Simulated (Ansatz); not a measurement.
Clean, relaxed (110) surface of Sb, space group Pm-3m (No. 221) (top face towards +c; atoms held fixed, by place in the list: 1, 2):

```
Sb
1.0
     3.06174    0.00000    0.00000
     0.00000    4.32996    0.00000
     0.00000    0.00000   23.49494
Sb
4
Direct
  0.00000 0.50000 0.36178
  0.00000 0.00000 0.45393
  0.00000 0.50000 0.55637
  0.00000 0.00000 0.63766
```

Computed with Ansatz, DFT PBEsol, scalar-relativistic, plane waves, PAW. Settings: cutoff 420 eV, Γ-centred mesh 9×7×1 on the computed 4-atom cell, Gaussian smearing of 0.10 eV; no spin polarisation. A dipole correction removes the field between periodic images along c.

E_ads counts from the clean slab and the free adsorbate (spin-polarised where it has unpaired electrons); negative means bound. With the adsorbate the cell is lengthened along c to keep the vacuum.

(1) H (atom) is put on the top face (one adsorbate per 13.3 Å²) at each of these sites and relaxed. Order them from strongest to weakest binding.
A. bridge (Sb-Sb) at (0.50, 0.00)
B. hollow (Sb-Sb) at (0.50, 0.50), 1.0 Å under the top layer
C. top (Sb) at (0.00, 0.00)

Each end is the local minimum or symmetric point that its start leads to. This isn't the usual crystal structure of Sb. The slab is only 6.5 Å thick, so the energies aren't converged with thickness.

For at least one of the starts the bottom face's work function also shifts by over 0.1 eV: the slab is too thin to screen the adsorbate, so the work functions aren't converged with thickness.

The adsorbed runs have no spin polarisation, so weakly bound open-shell ends lie too high.

Results:

(1) C (-1.74 eV), A (-1.26 eV), B (-1.06 eV).